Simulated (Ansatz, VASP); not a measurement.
**AlN in VASP and in Ansatz**

```
Al N
1.0
     0.00000    2.01029    2.01029
     2.01029    0.00000    2.01029
     2.01029    2.01029    0.00000
Al N
1 1
Direct
  0.50000 0.50000 0.50000
  0.00000 0.00000 0.00000
```

Alike in both runs: task single point; functional PBE; k mesh 10 × 10 × 10; occupations gaussian, width 0.02 eV; no spin polarisation.

|  | VASP | Ansatz |
| --- | --- | --- |
| version | VASP 6.6.1 | Ansatz 0.2.0 |
| potentials or method | VASP PAW PBE potentials, release 64 (Al, N) | scalar-relativistic, plane waves, PAW |
| plane-wave cutoff (eV) | 520 | 420 |
| valence electrons in the cell | 8 | 8 |

|  | VASP | Ansatz | Ansatz less VASP |
| --- | --- | --- | --- |
| gap on the k mesh at the Fermi level (eV) | 4.77 | 4.79 | +0.024 |
| least direct gap on the mesh (eV) | 5.92 | 5.91 | -0.013 |
| pressure (GPa) | 9.7 | 10.1 | +0.31 |

A k mesh can miss the band edges.
